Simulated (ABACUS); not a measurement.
**ZrN in ABACUS: the effect of functional**

ZrN:

```
Zr N
1.0
     0.00000    2.30000    2.30000
     2.30000    0.00000    2.30000
     2.30000    2.30000    0.00000
Zr N
1 1
Direct
  0.50000 0.50000 0.50000
  0.00000 0.00000 0.00000
```

Alike in all runs:

| Item | Value |
| --- | --- |
| Program | ABACUS 3.10.1 |
| Task | single point |
| Potentials or basis | SG15 ONCV 1.2 PBE |
| Cutoff | 1361 eV |
| Density cutoff | 5442 eV |
| Basis | DZP LCAO (the cutoffs set its grid) |
| k mesh | 7 × 7 × 7 |
| Occupations | fermi-dirac, width 0.05 eV |
| Spin | no spin polarisation |

| functional | pressure (GPa) |
| --- | --- |
| LDA | -9.4 |
| PBEsol | -6.5 |
| AM05 | -6.8 |
| BLYP | ? |

What does the run with functional BLYP give?

Pressure 7.6 GPa.

Caveats: the atomic orbitals were generated for these runs and aren't a published set; the potentials were made for another functional, which shifts forces and pressure; the basis of atomic orbitals isn't converged, which shifts pressures, moduli and gaps.

Runs at the PBE level aren't shown here.
